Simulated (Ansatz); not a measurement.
Zinc-blende ZnTe, treated with r²SCAN+SOC (Ansatz, an electronic-structure program, plane waves, PAW).

Run with plane-wave cutoff 560 eV, 10×10×10 k mesh, Fermi–Dirac smearing 0.01 eV, PAW data made under PBE.

The cell is scaled about its equilibrium volume:

```tsv
V (Å³/atom)	P (GPa)	direct gap at Γ (eV)
26.868	3.52	1.833
27.440	2.21	1.723
28.012	1.05	1.618
28.583	0.00	1.517
29.155	-0.94	1.419
29.727	-1.77	1.325
30.298	-2.52	1.235
```

A straight line through the gaps at Γ against ln V gives a volume deformation potential dE_g(Γ)/d ln V of -5.0 eV: the gap at Γ widens under compression.

Measured, for comparison: band gap 2.43 eV (zero-point renormalisation of 40 meV (experimental, the table's column) added back here, direct; inputs from Miglio et al. (2020), arXiv:2011.12765).
